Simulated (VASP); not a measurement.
# SnSe (Pnma) in VASP: notebook

The runs below take SnSe through band structure, with PBE+D3(BJ), r2SCAN, TB-mBJ.

Everything below comes from runs of VASP 6.6.1. Logs are shortened: lines on timing, memory, paths and dates and some standing lists are left out, and cuts for length are marked.

**Experimental background.**

From “Linear dichroism of the optical properties of SnS and SnSe van der Waals crystals”, 2024, arxiv:2409.17412, for a bulk crystal of SnSe: band gap 0.89 eV (indirect) at 300 K; band gap 0.99 eV (indirect) at 20 K.

How close the calculation comes is told below.

## (1) Starting point

It takes space group Pnma (No. 62, orthorhombic). The conventional cell has a = 11.486 Å, b = 4.172 Å, c = 4.380 Å, α = 90.00°, β = 90.00°, γ = 90.00°. Around Sn (site symmetry m) lie 3 Se at 2.77 to 2.82 Å. Around Se (site symmetry m) lie 3 Sn at 2.77 to 2.82 Å.

## (2) Band structure, PBE+D3(BJ)

Contents of INCAR:

```
PREC     = Accurate       # precision mode
ENCUT    = 520            # plane-wave cutoff, eV
EDIFF    = 1E-6           # SCF threshold, eV
ISMEAR   = 0              # smearing method
SIGMA    = 0.03           # smearing width, eV
LREAL    = False          # projectors in reciprocal space
LASPH    = True           # aspherical terms in the spheres
NELM     = 80             # most SCF steps
ALGO     = Normal         # electronic algorithm
ISIF     = 2              # what is computed and relaxed
LWAVE    = False          # write WAVECAR
LCHARG   = False          # write CHGCAR
GGA      = PE             # functional
IVDW     = 12             # dispersion correction
NBANDS   = 50             # bands
ICORELEVEL= 1            
KPAR     = 2
```

Contents of KPOINTS:

```
regular mesh
0
Gamma
  4 8 8
```

Contents of POSCAR:

```
SnSe                                    
1.0
   11.4864948094      0.0000000000      0.0000000000
    0.0000000000      4.1722136735      0.0000000000
    0.0000000000     -0.0000000000      4.3796772134
  Sn              Se            
     4     4
Direct
     0.1176302908647919    0.2500000000000000    0.0931652734676234
     0.3823697091352080    0.7500000000000000    0.5931652734676235
     0.6176302908647916    0.2500000000000000    0.4068347265323766
     0.8823697091352084    0.7500000000000000    0.9068347265323765
     0.3570262768418762    0.2500000000000000    0.0220175693999826
     0.1429737231581238    0.7500000000000000    0.5220175693999826
     0.8570262768418760    0.2500000000000000    0.4779824306000175
     0.6429737231581240    0.7500000000000000    0.9779824306000174
```

Contents of KPOINTS_OPT:

```
explicit points
188
Reciprocal
 0.0000000000  0.0000000000  0.0000000000 1
 0.0000000000  0.0357142857  0.0000000000 1
 0.0000000000  0.0714285714  0.0000000000 1
 0.0000000000  0.1071428571  0.0000000000 1
 0.0000000000  0.1428571429  0.0000000000 1
 0.0000000000  0.1785714286  0.0000000000 1
[... 180 lines left out ...]
 0.0000000000  0.0000000000  0.5000000000 1
 0.5000000000  0.0000000000  0.0000000000 1
```

Potentials or basis: VASP PAW PBE potentials, release 64 (Sn_d, Se).

Command:

```bash
> cat potpaw_PBE.64/Sn_d/POTCAR potpaw_PBE.64/Se/POTCAR > POTCAR
> mpirun -np 2 vasp_std > vasp.out
```

OUTCAR:

```text
PREC = Accurate
   ENCUT = 520
   EDIFF = 1E-6
   ISMEAR = 0
   LREAL = False
   LASPH = True
   NELM = 80
   ISIF = 2
   GGA = PE
   IVDW = 12
 IVDW          = 12

 ion  position               nearest neighbor table
   1  0.118  0.250  0.093-   5 2.77   6 2.82   6 2.82   6 3.27   6 3.27   4 3.51   4 3.51
   2  0.382  0.750  0.593-   6 2.77   5 2.82   5 2.82   5 3.27   5 3.27   3 3.51   3 3.51
   3  0.618  0.250  0.407-   7 2.77   8 2.82   8 2.82   8 3.27   8 3.27   2 3.51   2 3.51
   4  0.882  0.750  0.907-   8 2.77   7 2.82   7 2.82   7 3.27   7 3.27   1 3.51   1 3.51
   5  0.357  0.250  0.022-   1 2.77   2 2.82   2 2.82   2 3.27   2 3.27
   6  0.143  0.750  0.522-   2 2.77   1 2.82   1 2.82   1 3.27   1 3.27
   7  0.857  0.250  0.478-   3 2.77   4 2.82   4 2.82   4 3.27   4 3.27
   8  0.643  0.750  0.978-   4 2.77   3 2.82   3 2.82   3 3.27   3 3.27

  LATTYP: Found a simple orthorhombic cell.
 ALAT       =     4.1722136735
 B/A-ratio  =     1.0497250515
 C/A-ratio  =     2.7530936113

  Lattice vectors:

 A1 = (   0.0000000000,   4.1722136735,   0.0000000000)
 A2 = (   0.0000000000,   0.0000000000,   4.3796772134)
 A3 = (  11.4864948094,   0.0000000000,   0.0000000000)

Analysis of symmetry for initial positions (statically):
=====================================================================
 Subroutine PRICEL returns:
 Original cell was already a primitive cell.

 Routine SETGRP: Setting up the symmetry group for a
 simple orthorhombic supercell.

 Subroutine GETGRP returns: Found  8 space group operations
 (whereof  2 operations were pure point group operations)
 out of a pool of  8 trial point group operations.

The static configuration has the point symmetry S_2 .
 The point group associated with its full space group is D_2h.

Analysis of symmetry for dynamics (positions and initial velocities):
=====================================================================
 Subroutine PRICEL returns:
 Original cell was already a primitive cell.

 Routine SETGRP: Setting up the symmetry group for a
 simple orthorhombic supercell.

 Subroutine GETGRP returns: Found  8 space group operations
 (whereof  2 operations were pure point group operations)
 out of a pool of  8 trial point group operations.

The dynamic configuration has the point symmetry S_2 .
 The point group associated with its full space group is D_2h.

 Subroutine INISYM returns: Found  8 space group operations
 (whereof  2 operations are pure point group operations),
 and found     1 'primitive' translations

----------------------------------------------------------------------------------------

                                     Primitive cell

  volume of cell :     209.8921

  direct lattice vectors                    reciprocal lattice vectors
    11.486494809  0.000000000  0.000000000     0.087058760  0.000000000  0.000000000
     0.000000000  4.172213673  0.000000000     0.000000000  0.239680917  0.000000000
     0.000000000  0.000000000  4.379677213     0.000000000  0.000000000  0.228327329

  length of vectors
    11.486494809  4.172213673  4.379677213     0.087058760  0.239680917  0.228327329

  position of ions in fractional coordinates (direct lattice)
     0.117630291  0.250000000  0.093165273
     0.382369709  0.750000000  0.593165273
     0.617630291  0.250000000  0.406834727
     0.882369709  0.750000000  0.906834727
     0.357026277  0.250000000  0.022017569
     0.142973723  0.750000000  0.522017569
     0.857026277  0.250000000  0.477982431
     0.642973723  0.750000000  0.977982431

  ion indices of the primitive-cell ions
   primitive index   ion index
                 1           1
                 2           2
                 3           3
                 4           4
                 5           5
                 6           6
                 7           7
                 8           8

----------------------------------------------------------------------------------------

 KPOINTS: regular mesh

Automatic generation of k-mesh.
 Grid dimensions read from file:
 generate k-points for:    4    8    8

 Generating k-lattice:

  Cartesian coordinates                     Fractional coordinates (reciprocal lattice)
     0.021764690  0.000000000  0.000000000     0.250000000  0.000000000  0.000000000
     0.000000000  0.029960115  0.000000000     0.000000000  0.125000000  0.000000000
     0.000000000  0.000000000  0.028540916     0.000000000  0.000000000  0.125000000

  Length of vectors
     0.021764690  0.029960115  0.028540916

  Shift w.r.t. Gamma in fractional coordinates (k-lattice)
     0.000000000  0.000000000  0.000000000

 Subroutine IBZKPT returns following result:
 ===========================================

 Found     75 irreducible k-points:

 Following reciprocal coordinates:
            Coordinates               Weight
  0.000000  0.000000  0.000000      1.000000
  0.250000  0.000000  0.000000      2.000000
  0.500000  0.000000  0.000000      1.000000
  0.000000  0.125000  0.000000      2.000000
  0.250000  0.125000  0.000000      4.000000
  0.500000  0.125000  0.000000      2.000000
[... 16 lines left out ...]
  0.250000  0.250000  0.125000      8.000000
  0.500000  0.250000  0.125000      4.000000
 [... further k-points ...]
   k-points           NKPTS =     75   k-points in BZ     NKDIM =     75   number of bands    NBANDS=     50
   number of dos      NEDOS =    301   number of ions     NIONS =      8
   total plane-waves  NPLWV = 103680
   dimension x,y,z NGX =    90 NGY =   32 NGZ =   36
   dimension x,y,z NGXF=   180 NGYF=   64 NGZF=   72
   ions per type =               4   4
   NGX,Y,Z   is equivalent  to a cutoff of  13.03, 12.75, 13.67 a.u.
   NGXF,Y,Z  is equivalent  to a cutoff of  26.05, 25.50, 27.33 a.u.
 SYSTEM =  unknown system
   PREC   = accura    normal or accurate (medium, high low for compatibility)
   ISTART =      0    job   : 0-new  1-cont  2-samecut
   ICHARG =      2    charge: 1-file 2-atom 10-const
   ISPIN  =      1    spin polarized calculation?
   LNONCOLLINEAR =      F non collinear calculations
   LSORBIT =      F    spin-orbit coupling
   LASPH  =      T    aspherical Exc in radial PAW
   ENCUT  =  520.0 eV  38.22 Ry    6.18 a.u.  21.36  7.76  8.14*2*pi/ulx,y,z
   NELM   =     80;   NELMIN=  2; NELMDL= -5     # of ELM steps
   EDIFF  = 0.1E-05   stopping-criterion for ELM
   LREAL  =      F    real-space projection
   EDIFFG = 0.1E-04   stopping-criterion for IOM
   NSW    =      0    number of steps for IOM
   IBRION =     -1    ionic relax: 0-MD 1-quasi-New 2-CG
   NFREE  =      0    steps in history (QN), initial steepest desc. (CG)
   ISIF   =      2    stress and relaxation
   ISYM   =      2    0-nonsym 1-usesym 2-fastsym
   POTIM  = 0.5000    time-step for ionic-motion
   TEBEG  =    0.0;   TEEND  =   0.0 temperature during run
   PSTRESS=    0.0 pullay stress
   NELECT =      80.0000    total number of electrons
   NUPDOWN=      -1.0000    fix difference up-down
   EMIN   =  10.00;   EMAX   =-10.00  energy-range for DOS
   EFERMI =   0.00;   METHOD = LEGACY
   ISMEAR =     0;   SIGMA  =   0.03  broadening in eV -4-tet -1-fermi 0-gaus
   EFERMI_NEDOS =   21; number of points for ismear=-14 and -15
   IALGO  =     38    algorithm
   IMIX   =      4    mixing-type and parameters
     AMIX     =   0.40;   BMIX     =  1.00
     AMIX_MAG =   1.60;   BMIX_MAG =  1.00
  volume/ion in A,a.u.               =      26.24       177.05
  Fermi-wavevector in a.u.,A,eV,Ry     =   1.186969  2.243046 19.169191  1.408896
  Thomas-Fermi vector in A             =   2.323131
   LORBIT       =      0    0 simple, 1 ext, 2 COOP (PROOUT), +10 PAW based schemes
   GGA     = PE    functional components
   LHFCALC =     F    Hartree Fock is set to
   AEXX    =    0.0000 exact exchange contribution
   IVDW    =    12    specifies the selected vdW correction
   LEPSILON=     F    determine dielectric tensor
   LRPA    =     F    only Hartree local field effects (RPA)
 non-spin polarized calculation
 Gauss-broadening in eV      SIGMA  =   0.03
  energy-cutoff  :      520.00
  volume of cell :      209.89
 maximum number of plane-waves:      5688
 NGX is ok and might be reduce to    90
   NGX = 43   NGY = 15   NGZ = 17

 number of electron      79.9999989 magnetization

 Free energy of the ion-electron system (eV)
  ---------------------------------------------------
  ext. energy  EPLUGINS =         0.00000000
  ---------------------------------------------------
  free energy    TOTEN  =       -32.78242840 eV

  energy without entropy =      -32.78242840  energy(sigma->0) =      -32.78242840

 the core state eigenenergies are
   1-  1s -28997.1001  2s  -4368.5687  2p  -3920.1927  3s   -834.7959  3p   -688.3438
       3d   -463.0556  4s   -123.7159  4p    -79.4972
   2-  1s -28997.1001  2s  -4368.5687  2p  -3920.1927  3s   -834.7959  3p   -688.3438
       3d   -463.0556  4s   -123.7159  4p    -79.4972
   3-  1s -28997.1001  2s  -4368.5687  2p  -3920.1927  3s   -834.7959  3p   -688.3438
       3d   -463.0556  4s   -123.7159  4p    -79.4972
   4-  1s -28997.1001  2s  -4368.5687  2p  -3920.1927  3s   -834.7959  3p   -688.3438
       3d   -463.0556  4s   -123.7159  4p    -79.4972
   5-  1s -12491.8012  2s  -1595.3141  2p  -1401.6632  3s   -201.9884  3p   -141.4593
       3d    -41.6447
   6-  1s -12491.8012  2s  -1595.3141  2p  -1401.6632  3s   -201.9884  3p   -141.4593
       3d    -41.6447
   7-  1s -12491.8012  2s  -1595.3141  2p  -1401.6632  3s   -201.9884  3p   -141.4593
       3d    -41.6447
   8-  1s -12491.8012  2s  -1595.3141  2p  -1401.6632  3s   -201.9884  3p   -141.4593
       3d    -41.6447

 E-fermi :   5.8217     XC(G=0):  -9.7959

 val. band max:        5.6511199338   @ k =   0.0000   0.0000   0.3750
 cond. band min:       6.1949412213   @ k =   0.0000   0.0000   0.0000
 fundamental gap:      0.5438212876
 Fermi energy:         5.8216809847

 k-point     1 :       0.0000    0.0000    0.0000
  band No.  band energies     occupation
      1     -15.7358      2.00000
      2     -15.7248      2.00000
      3     -15.7219      2.00000
      4     -15.7198      2.00000
      5     -15.7177      2.00000
      6     -15.7143      2.00000
[... 42 lines left out ...]
     49      10.2587      0.00000
     50      10.4326      0.00000
[... 1217 lines left out ...]
     49       9.8088      0.00000
     50       9.8088      0.00000

 [... further k-points ...]

------------------------ aborting loop because EDIFF is reached ----------------------------------------

 Edisp (eV)   -2.94889

 E8    (eV) :    -1.3302

  FORCE on cell =-STRESS in cart. coord.  units (eV):
  Direction    XX          YY          ZZ          XY          YZ          ZX
  --------------------------------------------------------------------------------------
  -------------------------------------------------------------------------------------
  Total      -0.03451    -0.06393    -0.04810     0.00000     0.00000     0.00000
  in kB      -0.26341    -0.48800    -0.36719     0.00000     0.00000     0.00000
  external pressure =       -0.37 kB  Pullay stress =        0.00 kB

 VOLUME and BASIS-vectors are now :
 -----------------------------------------------------------------------------
  energy-cutoff  :      520.00
  volume of cell :      209.89
      direct lattice vectors                 reciprocal lattice vectors
    11.486494809  0.000000000  0.000000000     0.087058760  0.000000000  0.000000000
     0.000000000  4.172213673  0.000000000     0.000000000  0.239680917  0.000000000
     0.000000000  0.000000000  4.379677213     0.000000000  0.000000000  0.228327329

 POSITION                                       TOTAL-FORCE (eV/Angst)
 -----------------------------------------------------------------------------------
      1.35116      1.04305      0.40803         0.003070     -0.000000      0.001125
      4.39209      3.12916      2.59787        -0.003070     -0.000000      0.001125
      7.09441      1.04305      1.78180         0.003070      0.000000     -0.001125
     10.13534      3.12916      3.97164        -0.003070      0.000000     -0.001125
      4.10098      1.04305      0.09643         0.002451     -0.000000      0.002431
      1.64227      3.12916      2.28627        -0.002451      0.000000      0.002431
      9.84423      1.04305      2.09341         0.002451      0.000000     -0.002431
      7.38551      3.12916      4.28325        -0.002451      0.000000     -0.002431
 -----------------------------------------------------------------------------------
    total drift:                                0.000000      0.000000      0.000000

  FREE ENERGIE OF THE ION-ELECTRON SYSTEM (eV)
  ---------------------------------------------------
  free  energy   TOTEN  =       -35.7313171411 eV

  energy  without entropy=      -35.7313171411  energy(sigma->0) =      -35.73131714
```

Wall time 8.2 min (2 MPI ranks of Intel Xeon 6975P-C (Granite Rapids), shared host); peak memory 1.1 GiB.

Results:

```
Free energy                : -35.7313 eV
Pressure                   : 0.0 GPa
Largest force              : 0.003 eV/Å
Band gap on the k mesh     : 0.54 eV, indirect (least direct gap 0.82 eV)
Band gap along the path    : 0.43 eV, indirect (least direct gap 0.52 eV)
Dispersion energy per atom : -0.369 eV
```

Forces on the atoms (eV/Å):
```
Sn   0.003  0.000  0.001
Sn  -0.003  0.000  0.001
Sn   0.003  0.000 -0.001
Sn  -0.003  0.000 -0.001
Se   0.002  0.000  0.002
Se  -0.002  0.000  0.002
Se   0.002  0.000 -0.002
Se  -0.002  0.000 -0.002
```

Levels at the corners of the path, in eV from the valence-band top:
| point | band 37 | band 38 | band 39 | band 40 | band 41 | band 42 | band 43 | band 44 |
| --- | --- | --- | --- | --- | --- | --- | --- | --- |
| Γ | -1.65 | -1.34 | -0.75 | -0.61 | 0.51 | 2.94 | 3.11 | 3.13 |
| X | -1.03 | -1.03 | -0.69 | -0.69 | 0.91 | 0.91 | 1.36 | 1.36 |
| X | -1.03 | -1.03 | -0.69 | -0.69 | 0.91 | 0.91 | 1.36 | 1.36 |
| S | -2.38 | -2.38 | -1.56 | -1.56 | 2.57 | 2.57 | 2.98 | 2.98 |
| S | -2.38 | -2.38 | -1.56 | -1.56 | 2.57 | 2.57 | 2.98 | 2.98 |
| Y | -0.82 | -0.82 | -0.29 | -0.29 | 1.19 | 1.19 | 1.41 | 1.41 |
| Y | -0.82 | -0.82 | -0.29 | -0.29 | 1.19 | 1.19 | 1.41 | 1.41 |
| Γ | -1.65 | -1.34 | -0.75 | -0.61 | 0.51 | 2.94 | 3.11 | 3.13 |
| Γ | -1.65 | -1.34 | -0.75 | -0.61 | 0.51 | 2.94 | 3.11 | 3.13 |
| Z | -1.95 | -1.95 | -0.62 | -0.62 | 2.53 | 2.53 | 2.75 | 2.75 |
| Z | -1.95 | -1.95 | -0.62 | -0.62 | 2.53 | 2.53 | 2.75 | 2.75 |
| U | -0.95 | -0.95 | -0.95 | -0.95 | 1.38 | 1.38 | 1.38 | 1.38 |
| U | -0.95 | -0.95 | -0.95 | -0.95 | 1.38 | 1.38 | 1.38 | 1.38 |
| R | -1.63 | -1.63 | -1.63 | -1.63 | 2.37 | 2.37 | 2.37 | 2.37 |
| R | -1.63 | -1.63 | -1.63 | -1.63 | 2.37 | 2.37 | 2.37 | 2.37 |
| T | -0.49 | -0.49 | -0.26 | -0.26 | 1.12 | 1.12 | 1.46 | 1.46 |
| T | -0.49 | -0.49 | -0.26 | -0.26 | 1.12 | 1.12 | 1.46 | 1.46 |
| Z | -1.95 | -1.95 | -0.62 | -0.62 | 2.53 | 2.53 | 2.75 | 2.75 |
| Y | -0.82 | -0.82 | -0.29 | -0.29 | 1.19 | 1.19 | 1.41 | 1.41 |
| T | -0.49 | -0.49 | -0.26 | -0.26 | 1.12 | 1.12 | 1.46 | 1.46 |
| U | -0.95 | -0.95 | -0.95 | -0.95 | 1.38 | 1.38 | 1.38 | 1.38 |
| X | -1.03 | -1.03 | -0.69 | -0.69 | 0.91 | 0.91 | 1.36 | 1.36 |
| S | -2.38 | -2.38 | -1.56 | -1.56 | 2.57 | 2.57 | 2.98 | 2.98 |
| R | -1.63 | -1.63 | -1.63 | -1.63 | 2.37 | 2.37 | 2.37 | 2.37 |

Core levels (eV, on the scale of the bands):
| atom | levels |
| --- | --- |
| 1 Sn | 1s -28997.1, 2s -4368.6, 2p -3920.2, 3s -834.8, 3p -688.3, 3d -463.1, 4s -123.7, 4p -79.5 |
| 2 Sn | 1s -28997.1, 2s -4368.6, 2p -3920.2, 3s -834.8, 3p -688.3, 3d -463.1, 4s -123.7, 4p -79.5 |
| 3 Sn | 1s -28997.1, 2s -4368.6, 2p -3920.2, 3s -834.8, 3p -688.3, 3d -463.1, 4s -123.7, 4p -79.5 |
| 4 Sn | 1s -28997.1, 2s -4368.6, 2p -3920.2, 3s -834.8, 3p -688.3, 3d -463.1, 4s -123.7, 4p -79.5 |
| 5 Se | 1s -12491.8, 2s -1595.3, 2p -1401.7, 3s -202.0, 3p -141.5, 3d -41.6 |
| 6 Se | 1s -12491.8, 2s -1595.3, 2p -1401.7, 3s -202.0, 3p -141.5, 3d -41.6 |

Caveat: spin-orbit coupling is left out, which moves the levels of the heavy elements; the mesh misses the band edges, which the band path finds closer together.

## (3) Band structure, PBE+D3(BJ), spin-orbit coupling, no magnetisation

INCAR: that of step 2 with these lines changed.

```diff
@@ -12,6 +12,10 @@
 LCHARG   = False          # write CHGCAR
+LNONCOLLINEAR= True           # non-collinear magnetism
+MAGMOM   = 0 0 0 0 0 0 0 0 0 0 0 0 0 0 0 0 0 0 0 0 0 0 0 0 # initial moments
+LORBIT   = 11             # projections on sites
+LSORBIT  = True           # spin-orbit coupling
+GGA_COMPAT= False        
 GGA      = PE             # functional
 IVDW     = 12             # dispersion correction
-NBANDS   = 50             # bands
-ICORELEVEL= 1            
+NBANDS   = 100            # bands
 KPAR     = 2
```

Contents of KPOINTS:

```
regular mesh
0
Gamma
  2 6 6
```

POSCAR is that of step 2.

KPOINTS_OPT is that of step 2.

Potentials or basis: VASP PAW PBE potentials, release 64 (Sn_d, Se).

Command:

```bash
> cat potpaw_PBE.64/Sn_d/POTCAR potpaw_PBE.64/Se/POTCAR > POTCAR
> mpirun -np 2 vasp_ncl > vasp.out
```

It took 38 min on 2 MPI ranks of Intel Xeon 6975P-C (Granite Rapids), shared host; peak memory 1.7 GiB.

Results (log left out):

```yaml
Free_energy: -35.9493 eV
Pressure: 0.1 GPa
Largest_force: 0.030 eV/Å
Valence_electrons_inside_the_program's_atomic_spheres: Sn 12.09; Se 3.82
Dispersion_energy_per_atom: -0.369 eV
```

Forces on the atoms (eV/Å):
```
Sn   0.025  0.000  0.017
Sn  -0.025  0.000  0.017
Sn   0.025  0.000 -0.017
Sn  -0.025  0.000 -0.017
Se  -0.009  0.000 -0.021
Se   0.009  0.000 -0.021
Se  -0.009  0.000  0.021
Se   0.009  0.000  0.021
```

Stress tensor (GPa, compression positive):
```
0.23 0.00 0.00
0.00 0.02 0.00
0.00 0.00 0.00
```

(Part 1 of 2 ends here.)
